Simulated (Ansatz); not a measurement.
Runs of Ansatz 0.2.0 on RuS2 (Laurite). Symmetry: Pa-3, No. 205, cubic system. Conventional cell: a = 5.611 Å, b = 5.611 Å, c = 5.611 Å, α = 90.00°, β = 90.00°, γ = 90.00°. Ru (site symmetry -3) is surrounded by 6 S at 2.35 Å. Around S (site symmetry 3) lie 1 S at 2.17 Å and 3 Ru at 2.35 Å. 

```csv
level,cutoff (eV),gap on the mesh (eV),pressure (GPa),largest force (eV/Å)
PBE,420,0.75,3.7,0.26
PBEsol,420,0.71,-3.1,0.33
LDA,420,0.70,-6.3,(b)
r2SCAN,500,0.94,2.1,(a)
```

Alike in all rows: task band structure; potentials or basis Ansatz PAW; no spin polarisation; cell as given; k mesh 5 × 5 × 5; smearing fermi-dirac 0.05 eV.

Task: Fill in the values left out.

Result: (a) 0.07; (b) 0.36.

Caveats: the PAW data sets come from PBE, with cores solved anew for the run's functional, which leaves a small shift of forces and pressure (some runs).

A k mesh can miss the band edges, and the runs leave out spin-orbit coupling on Ru.
